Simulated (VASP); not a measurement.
Write the native input for VASP 6.6.1 that does the following.

- Task: single point
- Functional: PBE
- Potentials or basis: VASP PAW PBE potentials, release 64 (Li_sv)
- Cutoff: 520 eV
- k mesh: 16 × 16 × 16
- Occupations: gaussian, width 0.05 eV
- Spin: no spin polarisation
- Dipole correction: no
- Further INCAR settings: ALGO = Normal; EDIFF = 1e-06; NBANDS = 8

The structure of Li lies in POSCAR:

```
Li
1.0
   -1.7181089498      1.7181089498      1.7181089498
    1.7181089498     -1.7181089498      1.7181089498
    1.7181089498      1.7181089498     -1.7181089498
Li
1
Direct
    0.0000000000      0.0000000000      0.0000000000
```

The input as run:

INCAR

```
SYSTEM = Li
ALGO = Normal ; EDIFF = 1E-6
ENCUT = 520 ; GGA = PE
ISIF = 2 ; ISMEAR = 0
LASPH = .True. ; LCHARG = .True.
LELF = .True. ; LREAL = .False.
LVHAR = .True. ; LWAVE = .False.
NBANDS = 8 ; NELM = 100
PREC = Accurate ; SIGMA = 0.05
```

KPOINTS

```
k-points
0
Gamma
  16 16 16
  0 0 0
```

Potentials or basis: VASP PAW PBE potentials, release 64 (Li_sv).

Run with:

```bash
$ cat potpaw_PBE.64/Li_sv/POTCAR > POTCAR
$ mpirun -np 1 vasp_std > vasp.out
```

Results of the run:

| Item | Value |
| --- | --- |
| Band gap on the k mesh | none (metal or under the smearing width) |

Run time: 11 s on 1 thread of Intel(R) Xeon(R) Platinum 8488C (Sapphire Rapids) (shared host), peak memory 0.13 GiB.
